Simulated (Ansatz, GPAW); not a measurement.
Given: the input of a run of GPAW 26.7.0 (ASE script) on C. 

File run.py:

```python
from ase.dft.bandgap import bandgap
from ase.io import read, write
from ase.units import GPa
from gpaw import GPAW, PW

atoms = read('C.xyz')

calc = GPAW(mode=PW(800),
            xc='PBE',
            kpts={'size': (13, 13, 13), 'gamma': True},
            occupations={'name': 'methfessel-paxton', 'order': 0, 'width': 0.024},
            nbands=11,
            convergence={'density': 1e-05, 'energy': 1e-05},
            maxiter=150,
            txt='gpaw.txt')
atoms.calc = calc
energy = atoms.get_potential_energy()
forces = atoms.get_forces()
stress = atoms.get_stress()
calc.write('gs.gpw')
write('result.traj', atoms)
print(f'Energy: {energy:.6f} eV')
print('Forces (eV/A):')
print(forces.round(4))
print('Stress (GPa):', (stress / GPa).round(3))
print('Fermi level:', round(calc.get_fermi_level(), 4), 'eV')
print(f'Gap: {bandgap(calc)[0]:.4f} eV, direct: {bandgap(calc, direct=True)[0]:.4f} eV')
```

C.xyz

```xyz
2
Lattice="0.0000000000 1.7833700000 1.7833700000 1.7833700000 0.0000000000 1.7833700000 1.7833700000 1.7833700000 0.0000000000" Properties=species:S:1:pos:R:3 pbc="T T T"
C      2.6750550000      2.6750550000      2.6750550000
C      1.7833700000      1.7833700000      1.7833700000
```

Potentials or basis: GPAW PAW data sets (gpaw-data 1.2.1), pw.

Run with:

```console
$ OMP_NUM_THREADS=1 python run.py
```

**Question.** Set up the same calculation for Ansatz 0.2.0. Potentials or basis there: Ansatz PAW, cutoff 420 eV.

**Answer.** As run (cutoffs and basis follow the program's own potentials, and thresholds, step limits or extra output files can differ):

The input input.yaml:

```yaml
crystal:
  lattice:
    - [0.0, 1.78337, 1.78337]
    - [1.78337, 0.0, 1.78337]
    - [1.78337, 1.78337, 0.0]
  atoms:
    - { symbol: C, position: [0.75, 0.75, 0.75] }
    - { symbol: C, position: [0.5, 0.5, 0.5] }
hamiltonian:
  xc: pbe
  pseudopotentials: { kind: paw }
kpoints:
  mp_grid: { grid: [13, 13, 13] }
scf:
  occupations: { method: gaussian, width: 0.024 }
output:
  forces: true
  stress: true
  eigenvalues: true
```

Potentials or basis: Ansatz PAW.

The run is started by

```bash
$ ansatz run input.yaml --threads 2 --pin off --max-ram 5632MiB --backend cpu --events-out ev --progress --plain --runs-dir out
```

Both were run:

|  | GPAW | Ansatz |
| --- | --- | --- |
| Pressure | 1.4 GPa | 1.8 GPa |

Ansatz's pressure holds a Pulay term of +1.04 GPa for its cutoff of 420 eV, which the other run lacks.

Where Ansatz's input types no cutoff or centring, it takes its own default and a Γ-centred mesh.

Pressure is positive in compression.
